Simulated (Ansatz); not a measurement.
## Dielectric response of CdF2 (111) films

How well do thin fluorite CdF2 (111) films screen a perpendicular field?

Calculated with Ansatz 0.2.0; plane-wave DFT, PBEsol, Ansatz PAW.

## (1) The structure

The cell holds 6 atoms: 4 F and 2 Cd. Cell: a = 3.811 Å, b = 3.811 Å, c = 22.668 Å, α = 90.0°, β = 90.0°, γ = 120.0°. It derives from CdF2 (fluorite CdF2). Vacuum lies along c.

## (2) Relaxation, 6 atoms, units 2

The structure is relaxed first, because levels and dipoles at a surface follow the positions of the outer atoms.

Input file input.yaml:

```yaml
crystal:
  lattice:
    - [3.81130555, 0.0, 0.0]
    - [-1.90565278, 3.30068743, 0.0]
    - [0.0, 0.0, 22.6678769264]
  atoms:
    - { symbol: F, position: [0.66666667, 0.33333333, 0.3970376242] }
    - { symbol: Cd, position: [0.33333333, 0.66666667, 0.4313584161] }
    - { symbol: F, position: [0.0, 0.0, 0.4656792081] }
    - { symbol: F, position: [0.33333333, 0.66666667, 0.5343207919] }
    - { symbol: Cd, position: [0.0, 0.0, 0.5686415839] }
    - { symbol: F, position: [0.66666667, 0.33333333, 0.6029623758] }
kpoints:
  mp_grid: { grid: [12, 12, 1] }
hamiltonian:
  xc: pbesol
scf:
  occupations: { method: fixed }
  convergence: { dr2_threshold: 1.0e-09 }
efield:
  axis: 3
  dipole_correction: true
  ramp_position: 0.97
  ramp_width: 0.06
relax:
  f_tol: 0.003
  max_steps: 100
output:
  eigenvalues: true
  write_potential: true
  write_density: true
  volumetric_format: npy
```

On the command line:

```bash
ansatz run input.yaml --threads 4 --pin off --max-ram 12288MiB --backend cpu --events-out ev --progress --plain --runs-dir out
```

Numbers of over 12 decimals in the logs are rounded to 6 here.

The log of the run:

```text
Engine: ansatz 0.2.0, aarch64-unknown-linux-gnu
Pseudopotentials: kind: paw
Pseudopotential: F, paw, valence charge 7, recommended cutoff 420 eV (normal), F.paw.azcp
Pseudopotential: Cd, paw, valence charge 20, recommended cutoff 420 eV (normal), Cd.paw.azcp
Functional definition: PBEsol
  exchange = pbesol_x
  correlation = pbesol_c
Crystal: 6 atoms, lattice volume = 285.160 Å³
Basis set: ecut = 420 eV, 5583 PW (Γ), exchange–correlation on 54×54×320 points (8 copies of the dense FFT grid, shifted against one another)
Bands: 41, of which v1, the nominal top of the filled ones, is band 34 counted from 1 (33 counted from 0)
Symmetry: 6 space group operations
k-points: 19 of 144 (time reversal used)
Non-local potential: F, projectors of the file, l = 0: 2, l = 1: 2, l = 2: 1
Non-local potential: Cd, projectors of the file, l = 0: 3, l = 1: 2, l = 2: 2, l = 3: 1
PAW form: soft (Blöchl's): semilocal exchange-correlation on the pseudo side does not see the compensation charge
PAW frozen core: F, regenerated for the run's functional, and the local potential with it (the file was generated under x = pbe(κ = 0.804, μ = 0.219515), c = pbe(β = 0.066725))
PAW frozen core: Cd, regenerated for the run's functional, and the local potential with it (the file was generated under x = pbe(κ = 0.804, μ = 0.219515), c = pbe(β = 0.066725))
PAW one-centre angular grid: F, 110 points (default); XC on 64 Gauss nodes
PAW one-centre angular grid: Cd, 590 points (default); XC on 64 Gauss nodes
Initial density: superposition of atomic densities (neutral atoms: chi_scale 0, normalization atom), corrected by the library's trained network
Initial wavefunctions: pseudopotential atomic-orbital guess
Functional: x = pbesol(κ = 0.804, μ = 0.123457), c = pbesol(β = 0.046)
SCF iter   1: F=—  HF=-19571.146152 eV  |F-HF|=—  |Δ(HF+E_count)|=         —  Δρ=8.14e-3  dr2=1.22e-1  ethr=1.77e-3  p=0.000 e·Å  D=1.70e-14 V/Å  ΔV_dip=-0.00 eV  dr2_dipole=4.12e-9  V_vac-E_F(+/−)=7.89/7.89 eV  ⟨swp⟩=6.2  Hψ=2953  notcnv=0  defer=95
efield: sawtooth ramp at fractional position 0.9700 (set: `efield.ramp_position`, or a place that a band, a saddle search or an elastic batch's reference lends), width 0.0600; the density the first Hamiltonian is built on has a dipole p = 0.000 e·Å; the dipole correction subtracts the counter field D = 1.70e-14 V/Å, which shifts the + side's vacuum level by -0.00 eV against the − side's; the planar-averaged density in the ramp window peaks in size at 2.2e-6 e/Å³
preconditioner: auto → Resta (q_TF=auto, 2.148 Å⁻¹)  ε∞=2.3  [insulator: Δε(μ)=3.084 eV  Ē_g=14.039 eV  n_scr=56 (ndim 8)  ℏωp=15.9 eV  f_vac=0.704  ε∞_Penn≈2.3  vacuum switching on, ρ_ref=1.4e-2 e/Å³]
SCF iter   2: F=—  HF=-19571.114021 eV  |F-HF|=—  |Δ(HF+E_count)|=   3.21e-2  Δρ=2.58e-3  dr2=9.77e-3  ethr=1.80e-4  p=0.000 e·Å  D=1.65e-5 V/Å  ΔV_dip=-0.00 eV  dr2_dipole=2.23e-9  V_vac-E_F(+/−)=8.23/8.23 eV  ⟨swp⟩=2.0  Hψ=1463  notcnv=0  defer=95
density mixer auto → msr1: gapped (density of states about μ 0.01 of a free-electron gas's, 56 screened modes)
SCF iter   3: F=—  HF=-19571.111551 eV  |F-HF|=—  |Δ(HF+E_count)|=   2.47e-3  Δρ=5.54e-4  dr2=7.03e-4  ethr=1.44e-5  p=0.000 e·Å  D=7.28e-6 V/Å  ΔV_dip=-0.00 eV  dr2_dipole=3.60e-10  V_vac-E_F(+/−)=8.19/8.19 eV  ⟨swp⟩=2.0  Hψ=1268  notcnv=0  defer=95
SCF iter   4: F=—  HF=-19571.111692 eV  |F-HF|=—  |Δ(HF+E_count)|=   1.41e-4  Δρ=2.31e-4  dr2=1.01e-4  ethr=1.03e-6  p=-0.000 e·Å  D=-6.29e-7 V/Å  ΔV_dip=0.00 eV  dr2_dipole=1.73e-12  V_vac-E_F(+/−)=8.21/8.21 eV  ⟨swp⟩=2.0  Hψ=1005  notcnv=0  defer=95
SCF iter   5: F=—  HF=-19571.111775 eV  |F-HF|=—  |Δ(HF+E_count)|=   8.32e-5  Δρ=1.14e-4  dr2=2.40e-5  ethr=1.49e-7  p=-0.000 e·Å  D=-9.05e-7 V/Å  ΔV_dip=0.00 eV  dr2_dipole=6.64e-12  V_vac-E_F(+/−)=8.22/8.22 eV  ⟨swp⟩=2.0  Hψ=1233  notcnv=0  defer=95
SCF iter   6: F=—  HF=-19571.111769 eV  |F-HF|=—  |Δ(HF+E_count)|=   6.80e-6  Δρ=2.30e-5  dr2=1.04e-6  ethr=3.53e-8  p=-0.000 e·Å  D=-7.57e-7 V/Å  ΔV_dip=0.00 eV  dr2_dipole=3.11e-12  V_vac-E_F(+/−)=8.22/8.22 eV  ⟨swp⟩=2.0  Hψ=978  notcnv=0  defer=95
SCF iter   7: F=—  HF=-19571.111846 eV  |F-HF|=—  |Δ(HF+E_count)|=   7.69e-5  Δρ=4.39e-6  dr2=5.46e-8  ethr=1.53e-9  p=-0.000 e·Å  D=-2.55e-7 V/Å  ΔV_dip=0.00 eV  dr2_dipole=1.90e-13  V_vac-E_F(+/−)=8.21/8.21 eV  ⟨swp⟩=2.0  Hψ=1273  notcnv=0  defer=93
SCF iter   8: F=—  HF=-19571.111846 eV  |F-HF|=—  |Δ(HF+E_count)|=   5.59e-8  Δρ=7.39e-7  dr2=1.91e-9  ethr=8.03e-11  p=0.000 e·Å  D=9.85e-9 V/Å  ΔV_dip=-0.00 eV  dr2_dipole=1.37e-14  V_vac-E_F(+/−)=8.21/8.21 eV  ⟨swp⟩=2.0  Hψ=1177  notcnv=0  defer=94
iter 9 did not close the SCF: its close was put off until two iterations running show no level that it waits for move by more than its bar (scf_convergence_deferred on its scf_iter line)
SCF iter   9: F=-19571.111846 eV  HF=-19571.111846 eV  |F-HF|=1.82e-11  |Δ(HF+E_count)|=   1.43e-9  Δρ=2.33e-7  dr2=1.46e-10  ethr=1.47e-12  p=-0.000 e·Å  D=-4.91e-8 V/Å  ΔV_dip=0.00 eV  dr2_dipole=4.14e-14  V_vac-E_F(+/−)=8.21/8.21 eV  ⟨swp⟩=18.5  Hψ=6005  notcnv=0
iter 10 did not close the SCF: its close was put off until two iterations running show no level that it waits for move by more than its bar (scf_convergence_deferred on its scf_iter line)
SCF iter  10: F=-19571.111846 eV  HF=-19571.111846 eV  |F-HF|=5.46e-11  |Δ(HF+E_count)|=  7.28e-11  Δρ=1.73e-7  dr2=5.69e-11  ethr=1.00e-12  p=0.000 e·Å  D=4.72e-8 V/Å  ΔV_dip=-0.00 eV  dr2_dipole=5.65e-14  V_vac-E_F(+/−)=8.21/8.21 eV  ⟨swp⟩=6.1  Hψ=4349  notcnv=0
SCF iter  11: F=-19571.111846 eV  HF=-19571.111846 eV  |F-HF|=6.55e-11  |Δ(HF+E_count)|=  3.27e-11  Δρ=5.63e-8  dr2=6.67e-12  ethr=1.00e-12  p=-0.000 e·Å  D=-5.64e-9 V/Å  ΔV_dip=0.00 eV  dr2_dipole=3.14e-15  V_vac-E_F(+/−)=8.21/8.21 eV  ⟨swp⟩=6.3  Hψ=3891  notcnv=0
SCF 1 converged in 11 iterations: F = -19571.111846 eV  dr2 = 6.67e-12
  greatest PAW one-centre occupation: 1.000 electrons in one spin orbital (limit 2), on the Cd atom at site 1 (counted from 0), in its partial waves of l = 1
relax step   1: F+E_penalty+E_count = -19571.11184564 eV  Δ(F+E_penalty+E_count) = +0.000e0 eV  max|allowed force component| = 4.961e-2 eV/Å  Δτ_max = 0.0000 Å  (11 SCF iters, accepted)
Initial density: handed on by an earlier stage of this run
Initial wavefunctions: those handed on with the density
iter 1 solved again at ethr=1.02e-6 eV; its pass at ethr=3.10e-3 eV (dr2=6.96e-4 eV) is discarded
[...]
SCF iter   7: F=—  HF=-19571.112151 eV  |F-HF|=—  |Δ(HF+E_count)|=   4.72e-8  Δρ=1.08e-6  dr2=1.58e-9  ethr=5.91e-11  p=-0.000 e·Å  D=-7.90e-8 V/Å  ΔV_dip=0.00 eV  dr2_dipole=7.83e-14  V_vac-E_F(+/−)=8.25/8.25 eV  ⟨swp⟩=2.0  Hψ=1131  notcnv=0  defer=39  κ⁻¹=1.8e-6(r=6)
SCF iter   8: F=-19571.112151 eV  HF=-19571.112151 eV  |F-HF|=8.37e-11  |Δ(HF+E_count)|=   2.83e-9  Δρ=2.75e-7  dr2=1.76e-10  ethr=1.47e-12  p=0.000 e·Å  D=6.17e-8 V/Å  ΔV_dip=-0.00 eV  dr2_dipole=1.25e-14  V_vac-E_F(+/−)=8.25/8.25 eV  ⟨swp⟩=14.0  Hψ=4970  notcnv=0
SCF 2 converged in 8 iterations: F = -19571.112151 eV  dr2 = 1.76e-10
relax step   2: F+E_penalty+E_count = -19571.11215097 eV  Δ(F+E_penalty+E_count) = -3.053e-4 eV  max|allowed force component| = 9.202e-3 eV/Å  Δτ_max = 0.0048 Å  (8 SCF iters, accepted)
SCF iter   1: F=—  HF=-19571.112096 eV  |F-HF|=—  |Δ(HF+E_count)|=         —  Δρ=4.39e-5  dr2=1.60e-5  ethr=2.30e-7  p=0.000 e·Å  D=6.17e-8 V/Å  ΔV_dip=-0.00 eV  dr2_dipole=2.22e-13  V_vac-E_F(+/−)=8.25/8.25 eV  ⟨swp⟩=2.0  Hψ=1337  notcnv=0  defer=95
efield: sawtooth ramp at fractional position 0.9700 (set: `efield.ramp_position`, or a place that a band, a saddle search or an elastic batch's reference lends), width 0.0600; the density the first Hamiltonian is built on has a dipole p = 0.000 e·Å; the dipole correction subtracts the counter field D = 6.17e-8 V/Å, which shifts the + side's vacuum level by -0.00 eV against the − side's; the planar-averaged density in the ramp window peaks in size at 5.8e-7 e/Å³
preconditioner: auto → Resta (q_TF=auto, 2.148 Å⁻¹)  ε∞=2.3  [insulator: Δε(μ)=3.259 eV  Ē_g=14.169 eV  n_scr=56 (ndim 8)  ℏωp=15.9 eV  f_vac=0.704  ε∞_Penn≈2.3  vacuum switching on, ρ_ref=1.5e-2 e/Å³]
SCF iter   2: F=—  HF=-19571.112093 eV  |F-HF|=—  |Δ(HF+E_count)|=   3.09e-6  Δρ=3.51e-5  dr2=2.90e-6  ethr=2.35e-8  p=-0.000 e·Å  D=-6.25e-8 V/Å  ΔV_dip=0.00 eV  dr2_dipole=1.85e-14  V_vac-E_F(+/−)=8.25/8.25 eV  ⟨swp⟩=2.4  Hψ=1243  notcnv=0  defer=39  κ⁻¹=1.0e0(r=1)
density mixer auto → broyden: gapped, where msr1 would fit the directions that read negative (density of states about μ 0.01 of a free-electron gas's, 56 screened modes)
SCF iter   3: F=—  HF=-19571.112161 eV  |F-HF|=—  |Δ(HF+E_count)|=   6.81e-5  Δρ=1.39e-5  dr2=8.14e-7  ethr=4.26e-9  p=-0.000 e·Å  D=-1.01e-7 V/Å  ΔV_dip=0.00 eV  dr2_dipole=9.97e-16  V_vac-E_F(+/−)=8.25/8.25 eV  ⟨swp⟩=2.1  Hψ=1229  notcnv=0  defer=39  κ⁻¹=1.6e-1(r=2)
SCF iter   4: F=—  HF=-19571.112161 eV  |F-HF|=—  |Δ(HF+E_count)|=   1.82e-7  Δρ=4.33e-6  dr2=4.22e-8  ethr=1.20e-9  p=-0.000 e·Å  D=-1.19e-7 V/Å  ΔV_dip=0.00 eV  dr2_dipole=7.95e-16  V_vac-E_F(+/−)=8.25/8.25 eV  ⟨swp⟩=2.0  Hψ=927  notcnv=0  defer=39  κ⁻¹=5.8e-3(r=3)
SCF iter   5: F=—  HF=-19571.112161 eV  |F-HF|=—  |Δ(HF+E_count)|=   1.15e-8  Δρ=1.82e-6  dr2=5.34e-9  ethr=6.21e-11  p=-0.000 e·Å  D=-1.32e-7 V/Å  ΔV_dip=0.00 eV  dr2_dipole=8.00e-16  V_vac-E_F(+/−)=8.25/8.25 eV  ⟨swp⟩=2.7  Hψ=1156  notcnv=0  defer=39  κ⁻¹=8.7e-4(r=4)
iter 6 did not close the SCF: its close was put off until two iterations running show no level that it waits for move by more than its bar (scf_convergence_deferred on its scf_iter line)
SCF iter   6: F=-19571.112161 eV  HF=-19571.112161 eV  |F-HF|=1.03e-9  |Δ(HF+E_count)|=   3.83e-9  Δρ=6.99e-7  dr2=8.74e-10  ethr=1.47e-12  p=-0.000 e·Å  D=-1.25e-7 V/Å  ΔV_dip=0.00 eV  dr2_dipole=7.94e-14  V_vac-E_F(+/−)=8.25/8.25 eV  ⟨swp⟩=12.7  Hψ=4885  notcnv=0  κ⁻¹=1.1e-4(r=5)
iter 7 did not close the SCF: its close was put off until two iterations running show no level that it waits for move by more than its bar (scf_convergence_deferred on its scf_iter line)
SCF iter   7: F=-19571.112161 eV  HF=-19571.112161 eV  |F-HF|=0.00e0  |Δ(HF+E_count)|=   1.15e-9  Δρ=1.69e-7  dr2=4.16e-11  ethr=1.29e-12  p=-0.000 e·Å  D=-1.04e-8 V/Å  ΔV_dip=0.00 eV  dr2_dipole=8.81e-16  V_vac-E_F(+/−)=8.25/8.25 eV  ⟨swp⟩=6.6  Hψ=4419  notcnv=0  κ⁻¹=2.2e-6(r=6)
SCF iter   8: F=-19571.112161 eV  HF=-19571.112161 eV  |F-HF|=6.55e-11  |Δ(HF+E_count)|=  8.73e-11  Δρ=4.27e-8  dr2=5.59e-12  ethr=1.00e-12  p=-0.000 e·Å  D=-1.80e-8 V/Å  ΔV_dip=0.00 eV  dr2_dipole=1.47e-16  V_vac-E_F(+/−)=8.25/8.25 eV  ⟨swp⟩=5.9  Hψ=4062  notcnv=0
SCF 3 converged in 8 iterations: F = -19571.112161 eV  dr2 = 5.59e-12
  greatest PAW one-centre occupation: 1.000 electrons in one spin orbital (limit 2), on the Cd atom at site 4 (counted from 0), in its partial waves of l = 1
relax step   3: F+E_penalty+E_count = -19571.11216116 eV  Δ(F+E_penalty+E_count) = -1.019e-5 eV  max|allowed force component| = 1.585e-4 eV/Å  Δτ_max = 0.0007 Å  (8 SCF iters, accepted)
WARN: The output density's exchange-correlation potential varies sharply where the density is thin. Do not read a vacuum level from v_tot or v_xc, or from such a field of the output density. On a cell that repeats whose density bears no net charge and no dipole along the vacuum's axis use v_es (v_loc + v_h of the components); under efield.dipole_correction with no amplitude use v_es + v_field, which holds any externa [...]
SCF converged after 8 iterations
Stability not checked: this state was not tested for a lower state beside it, because the mixer in use, unlike msr1, does not test its closes by its own steps (another_mixer; see scf.mixing.algorithm and scf.lower_state_search)
Free energy (F): -19571.112161 eV
Harris-Foulkes:  -19571.112161 eV  (|F-HF|=6.55e-11)
Internal energy: -19571.112161 eV  (E = F + TS)
E sigma→0 (E₀):  -19571.112161 eV
Fermi energy:    -4.263252 eV
Dipole field:    D = -0.000000 V/Å  (p = -0.000000 e·Å, saw-weighted, corrected)
Work function:   Φ+ = 8.2482 eV   Φ− = 8.2482 eV
Levels:          The Fermi level and band energies are counted from a zero that moves with the ramp; work functions are not
--- Per-component energies (eV) ---
  E_band       = -1682.327853
  E_kinetic    = 1829.585027
  E_local      = -78163.296196  (includes V_loc(G=0)·N_el)
  E_nonlocal   = 375.305264
  E_hartree    = 38234.808666
  E_xc         = -660.569721
  E_vxc        = -841.179398  (∫ρ·V_xc dr)
  E_paw        = -8808.266425  (= ΣΔE_a)
  E_vpaw       = -1352.368150  (= ΣTr[D̂ρ^β])
  E_aug_tail   = 0.008101  (compensation charges beyond the density's cutoff)
  E_efield     = 0.000000  (sawtooth field / dipole correction)
  E_vefield    = -0.000000  (∫n·V_field dr)
  E_ewald      = 27620.459433
  E_core_change = 0.853690  (= ΣΔE_core)
  E_smearing   = -0.000000  (= −TS)
  E_closure    = 0.000000  (closes the sum)
  Σ components = -19571.112161   (vs F -19571.112161, Δ=0.00e0)
--- Forces (eV/Å), atoms counted from 1 ---
  atom   1  F     -0.00000000    -0.00000000    -0.00000497
  atom   2  Cd    -0.00000000    -0.00000000    -0.00013511
  atom   3  F      0.00000000     0.00000000    -0.00015847
  atom   4  F      0.00000000    -0.00000000     0.00015784
  atom   5  Cd     0.00000000     0.00000000     0.00013570
  atom   6  F      0.00000000     0.00000000     0.00000507
  max |Σ_I F_I| component: 5.77e-8 eV/Å
--- Band table (eV; the first three rows and the last of 19) ---
  k-point 0: bands = [... 30 lower, -4.5335, -4.5335, -4.5151, -4.5151, -1.0052, 0.3907, 3.3437, 3.9564, ... 3 higher]
  k-point 1: bands = [... 30 lower, -4.5552, -4.5466, -4.5170, -4.5035, -0.7955, 0.5155, 3.4336, 4.0407, ... 3 higher]
  k-point 2: bands = [... 30 lower, -4.6586, -4.5680, -4.4819, -4.4615, -0.2414, 0.8686, 3.6980, 4.2877, ... 3 higher]
  k-point 18: bands = [... 30 lower, -4.5639, -4.4950, -4.4950, -4.3836, 2.8497, 2.8497, 6.0261, 6.1102, ... 3 higher]
--- Relaxed structure (3 steps of the walk, 3 accepted, 0 SCFs on fresh bases) ---
  F+E_penalty+E_count = -19571.11216116 eV   max|allowed force component| = 1.585e-4 eV/Å
  atoms:
    - { symbol: F, position: [0.666667, 0.333333, 0.396957] }
    - { symbol: Cd, position: [0.333333, 0.666667, 0.431537] }
    - { symbol: F, position: [0, 0, 0.465534] }
    - { symbol: F, position: [0.333333, 0.666667, 0.534466] }
    - { symbol: Cd, position: [0, 0, 0.568463] }
    - { symbol: F, position: [0.666667, 0.333333, 0.603043] }
```

Elapsed: 20 s, on 4 threads of Arm Neoverse V1, shared host; peak memory 0.67 GiB; 77 s of CPU time.

No atom moved by 0.005 Å in the relaxation.

Numbers from this step:

* gap on the k-mesh: 3.258 eV
* dipole along the normal: -6.90e-9 e·Å
* ionisation energy, upper face: 8.248 eV
* electron affinity, upper face: 4.990 eV

Running mean over 3.112 Å of the planar mean; the ramp of the sawtooth is left out. Electron's electrostatic potential energy less the highest filled level against z:

z (Å), electron's electrostatic potential energy less the highest filled level (eV) and a bar:
```
      3.0       8.25 ##############################
      3.5       8.25 ##############################
      4.0       8.25 ##############################
      4.5       8.25 ##############################
      5.0       8.25 ##############################
      5.5       8.25 ##############################
      6.0       8.24 ##############################
      6.5       8.20 ##############################
      7.0       7.92 #############################
      7.5       6.75 ########################
      8.0       5.00 ##################
      8.5       3.37 ############
      9.0       1.62 #####
      9.5       0.55 #
     10.0       0.35 
     10.5       0.32 
     11.0       0.30 
     11.5       0.29 
     12.0       0.31 
     12.5       0.34 
     13.0       0.42 
     13.5       1.14 ###
     14.0       2.77 #########
     14.5       4.45 ################
     15.0       6.17 ######################
     15.5       7.64 ############################
     16.0       8.16 ##############################
     16.5       8.23 ##############################
     17.0       8.25 ##############################
     17.5       8.25 ##############################
     18.0       8.25 ##############################
     18.5       8.25 ##############################
     19.0       8.25 ##############################
     19.5       8.25 ##############################
```

The relaxation took 3 steps and lowered the energy by 3.2e-4 eV; the largest force on the free atoms ends at 1.6e-4 eV/Å.

The gap is 3.26 eV, with the valence edge 8.25 eV and the conduction edge 4.99 eV under the upper vacuum level.

## (3) Atoms held, 6 atoms, units 2, field 0.1 V/Å

A sawtooth potential applies the field, turning back in the middle of the vacuum. With the dipole correction the typed value is the field outside the slab. The induced dipole is small, so the SCF threshold is tight.

Input file input.yaml:

```yaml
crystal:
  lattice:
    - [3.8113055512, 2.9e-09, 0.0]
    - [-1.9056527781, 3.3006874275, 0.0]
    - [0.0, 0.0, 22.6678769264]
  atoms:
    - { symbol: F, position: [0.6666666667, 0.3333333333, 0.3969572216] }
    - { symbol: Cd, position: [0.3333333333, 0.6666666667, 0.4315371259] }
    - { symbol: F, position: [0.0, 0.0, 0.4655337464] }
    - { symbol: F, position: [0.3333333333, 0.6666666667, 0.5344662556] }
    - { symbol: Cd, position: [0.0, 0.0, 0.5684628731] }
    - { symbol: F, position: [0.6666666667, 0.3333333333, 0.6030427774] }
kpoints:
  mp_grid: { grid: [12, 12, 1] }
hamiltonian:
  xc: pbesol
scf:
  occupations: { method: fixed }
  convergence: { dr2_threshold: 1.0e-10 }
efield:
  axis: 3
  dipole_correction: true
  ramp_position: 0.9276
  ramp_width: 0.1449
  amplitude: 0.1
output:
  write_potential: true
  write_density: true
  volumetric_format: npy
```

The log of the run:

```text
[...]
Crystal: 6 atoms, lattice volume = 285.160 Å³
Basis set: ecut = 420 eV, 5583 PW (Γ)
Bands: 41, of which v1, the nominal top of the filled ones, is band 34 counted from 1 (33 counted from 0)
Symmetry: 6 space group operations
k-points: 19 of 144 (time reversal used)
[...]
SCF iter   1: F=—  HF=-19574.396622 eV  |F-HF|=—  |Δ(HF+E_count)|=         —  Δρ=5.88e-2  dr2=1.04e1  ethr=3.10e-3  p=0.041 e·Å  D=2.62e-2 V/Å  ΔV_dip=-0.59 eV  dr2_dipole=3.72e-4  V_vac-E_F(+/−)=10.49/9.21 eV  ⟨swp⟩=5.0  Hψ=2664  notcnv=0  defer=95
[...]
SCF iter  13: F=-19571.113791 eV  HF=-19571.113791 eV  |F-HF|=2.18e-11  |Δ(HF+E_count)|=  4.22e-10  Δρ=1.30e-7  dr2=2.89e-11  ethr=1.00e-12  p=0.029 e·Å  D=1.84e-2 V/Å  ΔV_dip=-0.42 eV  dr2_dipole=2.79e-15  V_vac-E_F(+/−)=8.92/7.46 eV  ⟨swp⟩=14.5  Hψ=3063  notcnv=0
SCF 1 converged in 13 iterations: F = -19571.113791 eV  dr2 = 2.89e-11
[...]
SCF converged after 13 iterations
[...]
Free energy (F): -19571.113791 eV
[...]
Internal energy: -19571.113791 eV  (E = F + TS)
E sigma→0 (E₀):  -19571.113791 eV
Fermi energy:    -4.239103 eV
Dipole field:    D = 0.018394 V/Å  (p = 0.028987 e·Å, saw-weighted, corrected)
Work function:   not extracted (applied field tilts the vacuum); planar V_es + V_field profile in the machine report
[...]
--- Band table (eV; the first three rows and the last of 19) ---
  k-point 0: bands = [... 30 lower, -4.5855, -4.5855, -4.4626, -4.4626, -1.0090, 0.3922, 3.2435, 3.7560, ... 3 higher]
  k-point 1: bands = [... 30 lower, -4.6081, -4.5703, -4.4922, -4.4497, -0.7996, 0.5173, 3.3339, 3.8478, ... 3 higher]
  k-point 2: bands = [... 30 lower, -4.6490, -4.5455, -4.5308, -4.4123, -0.2462, 0.8710, 3.6012, 4.1184, ... 3 higher]
  k-point 18: bands = [... 30 lower, -4.5856, -4.5240, -4.4636, -4.3617, 2.7823, 2.9158, 6.0232, 6.0980, ... 3 higher]
```

Elapsed: 7.8 s, on 4 threads; peak memory 0.65 GiB.

Reading the cycles: dr2 is the Hartree energy of the density residual (eV), the measure of convergence; HF is the Harris–Foulkes estimate of the energy, which meets the free energy F at convergence.

Numbers from this step:

* gap on the k-mesh: 3.230 eV
* dipole along the normal: 0.02899 e·Å

The dipole is 0.0290 e·Å, and the gap on the mesh 3.230 eV.

(Part 1 of 4 ends here.)

[Logs are printed without paths, hosts, clocks, repeated set-up lines and the standing remarks that a program may print on its own settings, such as how far it seeks lower states.]

[Hosts, paths, dates, database ids (printed as entryN), source tags and the programs' standing remarks are cut or masked in the printed files.]

[Maps of the electrostatic potential energy from Ansatz leave out the sawtooth potential of an applied field or a dipole correction, so their vacuum need not be flat; planar profiles and work functions include it.]
